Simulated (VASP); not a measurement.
Input of a VASP 6.6.1 run:

INCAR

```
PREC = Accurate ; ENCUT = 520
EDIFF = 1E-6 ; ISMEAR = 1
SIGMA = 0.1 ; LREAL = F
LASPH = T ; NELM = 100
ALGO = Normal ; ISIF = 2
LWAVE = F ; LCHARG = F
GGA = PS ; NBANDS = 14
```

Contents of KPOINTS:

```
regular mesh
0
Gamma
  4 4 4
```

File POSCAR:

```
ScAl
1.0
    3.3703489700      0.0000000000      0.0000000000
    0.0000000000      3.3703489700      0.0000000000
    0.0000000000      0.0000000000      3.3703489700
Sc Al
1 1
Direct
    0.5044449588      0.5044449588      0.5000000000
    0.0044560427      0.0044560427      0.0000000000
```

Potentials or basis: VASP PAW PBE potentials, release 64 (Sc_sv, Al).

Command:

```bash
$ cat potpaw_PBE.64/Sc_sv/POTCAR potpaw_PBE.64/Al/POTCAR > POTCAR
$ mpirun -np 1 vasp_std > vasp.out
```

(1) Predict the pressure.

(2) Predict the band gap on the k mesh.

Results:

(1) -1.2 GPa.

(2) none (metal or under the smearing width).

Caveat: the k mesh is coarse (spacing up to 0.47 Å⁻¹), so the values aren't converged; the PAW data sets were made with another functional, which shifts forces and pressure a little.
